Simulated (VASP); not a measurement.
A run of VASP 6.6.1 is set up as follows.

Contents of INCAR:

```
SYSTEM = TiO2
  ALGO = Normal
  EDIFF = 1E-7
  EDIFFG = -0.004
  ENCUT = 600
  GGA = PE
  IBRION = 2
  ISIF = 3
  ISMEAR = 0
  LASPH = .True.
  LCHARG = .False.
  LREAL = .False.
  LWAVE = .False.
  NELM = 80
  NSW = 80
  PREC = Accurate
  SIGMA = 0.02
```

The input KPOINTS:

```
k-points
0
Gamma
  6 6 10
  0 0 0
```

File POSCAR:

```
TiO2
1.0
    4.5922000000      0.0000000000      0.0000000000
    0.0000000000      4.5922000000      0.0000000000
    0.0000000000      0.0000000000      2.9574000000
Ti O
2 4
Direct
    0.0000000000      0.0000000000      0.0000000000
    0.5000000000      0.5000000000      0.5000000000
    0.3049600000      0.3049600000      0.0000000000
    0.1950400000      0.8049600000      0.5000000000
    0.6950400000      0.6950400000      0.0000000000
    0.8049600000      0.1950400000      0.5000000000
```

Potentials or basis: VASP PAW PBE potentials, release 64 (Ti_sv, O).

The run is started by

```console
$ cat potpaw_PBE.64/Ti_sv/POTCAR potpaw_PBE.64/O/POTCAR > POTCAR
$ mpirun -np 1 vasp_std > vasp.out
```

Task: What does it give for the space group after relaxing (to 0.05 Å)?

Result: P4_2/mnm (No. 136).

Task: Estimate the band gap on the k mesh.

Result: 1.82 eV, direct.

Task: What does it give for the relaxed cell?

Result: a = 4.645 Å, b = 4.645 Å, c = 2.967 Å, α = 90.00°, β = 90.00°, γ = 90.00°.

Step by step:
| step | energy change (eV) | largest force (eV/Å) | pressure (GPa) | volume (Å³) |
| --- | --- | --- | --- | --- |
| 1 | 0.0000 | 0.1241 | 5.83 | 62.37 |
| 2 | 0.0143 | 0.2347 | -6.47 | 65.84 |
| 3 | -0.0277 | 0.0461 | -0.02 | 63.89 |
| 4 | -0.0277 | 0.0429 | 0.08 | 63.86 |
| 5 | -0.0295 | 0.0151 | 0.09 | 63.94 |
| 6 | -0.0297 | 0.0018 | 0.10 | 63.98 |
| 7 | -0.0297 | 0.0042 | -0.11 | 64.05 |
| 8 | -0.0298 | 0.0026 | -0.01 | 64.01 |

A k mesh can miss the band edges. PBE usually gives volumes a little too large and moduli too small.
